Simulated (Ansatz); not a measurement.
How settings move the G0W0 gap of PbS (rocksalt)

PbS in the rocksalt structure, relaxed with r2SCAN; one-shot G0W0 in Ansatz without spin-orbit coupling. The values are computed, spin-unpolarised, and not measurements.

```xyz
2
Lattice="0.0000 2.9872 2.9872 2.9872 0.0000 2.9872 2.9872 2.9872 0.0000" Properties=species:S:1:pos:R:3 pbc="T T T"
Pb    0.0000    0.0000    0.0000
S     2.9872    2.9872    2.9872
```

Gaps are read over the mesh points alone. G0W0 values are finite-basis, finite-mesh values.

| start | potentials | frequency model | mesh | empty bands | screening cutoff (eV) | Kohn-Sham gap (eV) | G0W0 gap (eV) |
| --- | --- | --- | --- | --- | --- | --- | --- |
| PBE | PAW | contour deformation | 6×6×6 | 121 | 100 | 0.44 | 0.59 |
| PBE | PAW | contour deformation | 6×6×6 | 567 | 260 | 0.44 | 0.87 |
| HSE06 | PAW | contour deformation | 6×6×6 | 292 | 180 | 0.88 | 0.99 |
| r2SCAN | PAW | contour deformation | 6×6×6 | 292 | 180 | 0.69 | 0.91 |
| PBE0 | PAW | contour deformation | 6×6×6 | 292 | 180 | 1.45 | 1.15 |
| PBE | PAW | Godby-Needs pole | 6×6×6 | 292 | 180 | 0.44 | 0.67 |
| PBE | PAW | contour deformation | 8×8×8 | 86 | 80 | 0.43 | 0.57 |

Over the mesh points the PBE gap of 0.44 eV becomes a quasiparticle gap of 0.87 eV (direct at L), a change of +0.43 eV. Renormalisation factors Z lie between 0.67 and 0.76.

Raising bands and cutoff together moves the gap by +0.28 eV (100 to 260 eV); the last step is still large, so the basis limit isn't reached. On these meshes the dielectric constant comes out too large, which adds an error that these runs don't bound. r2SCAN runs take a wave cutoff of 500 eV.

The program warns that the k mesh is coarse for exact exchange in some of these runs, so their gaps aren't converged.
